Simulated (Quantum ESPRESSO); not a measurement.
**CdS: band structure with r2SCAN**

The system is CdS.

```
CELL_PARAMETERS angstrom
0.00000 2.75324 2.75324
2.75324 0.00000 2.75324
2.75324 2.75324 0.00000
ATOMIC_POSITIONS crystal
Cd 0.00000 0.00000 0.00000
S 0.50000 0.50000 0.50000
```

Measurements of this composition are mostly on another form, of space group No. 186.

- Program: Quantum ESPRESSO 7.5
- Task: band structure
- Functional: r2SCAN
- Potentials or basis: SG15 PBE 1.2
- Cutoff: 952 eV
- Density cutoff: 3810 eV
- k mesh: 6 × 6 × 6
- Occupations: fermi-dirac, width 0.05 eV
- Spin: no spin polarisation
- Symmetry: off
- Mixing beta: 0.5
- Most SCF iterations: 120
- SCF threshold: 1e-08 Ry

The pressure is -2.4 GPa, the band gap on the k mesh is 0.58 eV, indirect (least direct gap 1.96 eV) and the band gap along the path is 0.58 eV, indirect (least direct gap 1.96 eV).

Levels at the corners of the path, in eV from the valence-band top:
| point | band 10 | band 11 | band 12 | band 13 | band 14 | band 15 | band 16 | band 17 |
| --- | --- | --- | --- | --- | --- | --- | --- | --- |
| Γ | -7.83 | -0.71 | -0.71 | -0.71 | 1.24 | 9.83 | 9.83 | 9.83 |
| X | -6.93 | -4.14 | -2.08 | -2.08 | 0.58 | 6.54 | 10.52 | 12.02 |
| W | -7.11 | -3.13 | -3.13 | -2.76 | 3.67 | 7.39 | 8.22 | 8.22 |
| K | -7.21 | -3.55 | -3.44 | -1.35 | 2.45 | 7.11 | 9.26 | 9.50 |
| Γ | -7.83 | -0.71 | -0.71 | -0.71 | 1.24 | 9.83 | 9.83 | 9.83 |
| L | -7.66 | -4.82 | 0.00 | 0.00 | 4.06 | 6.54 | 6.54 | 7.13 |
| U | -7.21 | -3.55 | -3.44 | -1.35 | 2.45 | 7.11 | 9.26 | 9.50 |
| W | -7.11 | -3.13 | -3.13 | -2.76 | 3.67 | 7.39 | 8.22 | 8.22 |
| L | -7.66 | -4.82 | 0.00 | 0.00 | 4.06 | 6.54 | 6.54 | 7.13 |
| K | -7.21 | -3.55 | -3.44 | -1.35 | 2.45 | 7.11 | 9.26 | 9.50 |
| U | -7.21 | -3.55 | -3.44 | -1.35 | 2.45 | 7.11 | 9.26 | 9.50 |
| X | -6.93 | -4.14 | -2.08 | -2.08 | 0.58 | 6.54 | 10.52 | 12.02 |

Run time: 2.3 min on 2 MPI ranks on Intel(R) Xeon(R) 6975P-C (Granite Rapids), on a shared host, peak memory 0.24 GiB a rank.

Caveat: the potentials were made for another functional, which shifts forces and pressure. r2SCAN opens gaps a little over a GGA but as a rule still falls short of measured ones.
